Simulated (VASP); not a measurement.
The system is Ta.

```xyz
2
Lattice="2.9417 0.0000 0.0000 -1.4708 2.5476 0.0000 0.0000 0.0000 4.8038" Properties=species:S:1:pos:R:3 pbc="T T T"
Ta    0.0000    1.6984    1.2009
Ta    1.4708    0.8492    3.6028
```

This isn't the form of Ta at room conditions, which is bcc.

- Program: VASP 6.6.1
- Task: relaxation of cell and atoms
- Functional: PBEsol
- Potentials or basis: VASP PAW PBE potentials, release 64 (Ta_pv)
- Cutoff: 600 eV
- k mesh: 6 × 6 × 4
- Occupations: gaussian, width 0.1 eV
- Spin: no spin polarisation

At the start: pressure 1.1 GPa; volume 18.00 Å³/atom.

Question: How do energy, volume and symmetry change on relaxing?

Answer: Over 12 steps the energy falls by 42.5 meV/atom and the volume is 18.04 Å³/atom (+0.2 %); space group P6_3/mmc (No. 194, to 0.05 Å).

Step by step:
| step | energy change (eV) | largest force (eV/Å) | pressure (GPa) | volume (Å³) |
| --- | --- | --- | --- | --- |
| 1 | 0.0000 | 0.0000 | 1.15 | 36.00 |
| 2 | -0.0718 | 0.0000 | -2.86 | 36.63 |
| 3 | -0.0746 | 0.0000 | -4.07 | 36.88 |
| 4 | -0.0761 | 0.0000 | -3.65 | 36.78 |
| 5 | -0.0415 | 0.0000 | 7.78 | 34.78 |
| 6 | -0.0846 | 0.0000 | -0.39 | 36.16 |
| 7 | -0.0846 | 0.0000 | -0.31 | 36.15 |
| 8 | -0.0850 | 0.0000 | 0.15 | 36.06 |
| 9 | -0.0850 | 0.0000 | 0.08 | 36.07 |
| 10 | -0.0850 | 0.0000 | 0.06 | 36.08 |
| 11 | -0.0850 | 0.0000 | -0.10 | 36.11 |
| 12 | -0.0850 | 0.0000 | -0.01 | 36.09 |

Final structure:
```xyz
2
Lattice="2.8604 0.0000 0.0000 -1.4302 2.4772 0.0000 0.0000 0.0000 5.0932" Properties=species:S:1:pos:R:3 pbc="T T T"
Ta    0.0000    1.6515    1.2733
Ta    1.4302    0.8257    3.8199
```

Caveat: the k mesh is coarse (spacing up to 0.41 Å⁻¹), so the values aren't converged; the PAW data sets were made with another functional, which shifts forces and pressure a little.
